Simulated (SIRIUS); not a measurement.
BN under changes of volume

One of the cells (9.328 Å³/atom); the others are scaled copies at fixed shape and fractional positions:

```
N B
1.0
     1.25941    0.72712    3.39527
    -1.25941    0.72712    3.39527
     0.00000   -1.45424    3.39527
N B
1 1
Direct
  0.66724 0.66724 0.66724
  0.00033 0.00033 0.00033
```

The cell is a database's computed one.

* Program: SIRIUS 7.12.0
* Functional: PBE
* Potentials or basis: all-electron FP-LAPW
* Cutoff: 427 eV
* Basis: apw+lo standard
* k mesh: 12 × 12 × 12
* Occupations: fermi-dirac, width 0.05 eV
* Spin: no spin polarisation

```csv
volume (Å³/atom),energy over the lowest point (meV/atom),gap on the mesh (eV)
8.596,41.00,4.36
8.779,21.24,4.34
8.962,?,?
9.328,0.00,4.26
9.510,3.82,4.24
9.693,12.28,4.21
```

Task: What does the run at 8.962 Å³/atom give?

Result: Energy over the lowest point 8.21 meV/atom; gap on the mesh 4.31 eV.

Worked out: A Birch-Murnaghan fit of order 3 (a polynomial in V^(-2/3)) to the other rows has its minimum at 9.28 Å³/atom with B0 = V·E''(V) = 233 GPa and B' = 3.6 at fixed shape and positions, which overstates the stiffness. It gives 8.20 meV/atom at 8.962 Å³/atom, against the run's 8.21. A straight line through the other rows of the gap, of slope -1.25 eV per unit of ln V, gives 4.31 eV, against the run's 4.31.

Energies are extrapolated to zero smearing.

A mesh can miss the band edges.
